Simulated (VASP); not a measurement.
Here is a VASP 6.6.1 calculation.

File INCAR:

```
ALGO = Fast
EDIFF = 1E-7
ENCUT = 520
GGA = PE
ISIF = 2
ISMEAR = 0
ISPIN = 2
LASPH = T
LCHARG = F
LDAU = T
LDAUJ = 0 0
LDAUL = 2 -1
LDAUPRINT = 1
LDAUTYPE = 2
LDAUU = 6 0
LMAXMIX = 4
LORBIT = 11
LREAL = F
LWAVE = F
MAGMOM = 0 0 0 0
NBANDS = 28
NELM = 150
NUPDOWN = 0.0
PREC = Accurate
SIGMA = 0.05
```

Contents of KPOINTS:

```
k-points
0
Gamma
  7 7 7
```

The input POSCAR:

```
TaN
1.0
    0.0000000000      2.1790013100      2.1790013100
    2.1790013100      0.0000000000      2.1790013100
    4.3580026200      4.3580026200      0.0000000000
Ta N
2 2
Direct
    0.5000000000      0.5000000000      0.2500000000
    0.5000000000      0.5000000000      0.7500000000
    0.0000000000      0.0000000000      0.0000000000
    0.0000000000      0.0000000000      0.5000000000
```

Potentials or basis: VASP PAW PBE potentials, release 64 (Ta_pv, N).

The run is started by

```bash
$ cat potpaw_PBE.64/Ta_pv/POTCAR potpaw_PBE.64/N/POTCAR > POTCAR
$ mpirun -np 1 vasp_std > vasp.out
```

**Question.** Predict the pressure.

**Answer.** 35.5 GPa.

Stress tensor (GPa, compression positive):
```
35.55 -0.30  0.30
-0.30 35.55  0.30
 0.30  0.30 35.55
```

Caveat: a pressure of tens of GPa on the cell as given is suspect, and the run, the potentials or the cell itself is likely at fault; the total moment is fixed, so each spin has its own Fermi level. The state reached can hang on the start; a lower one may exist.
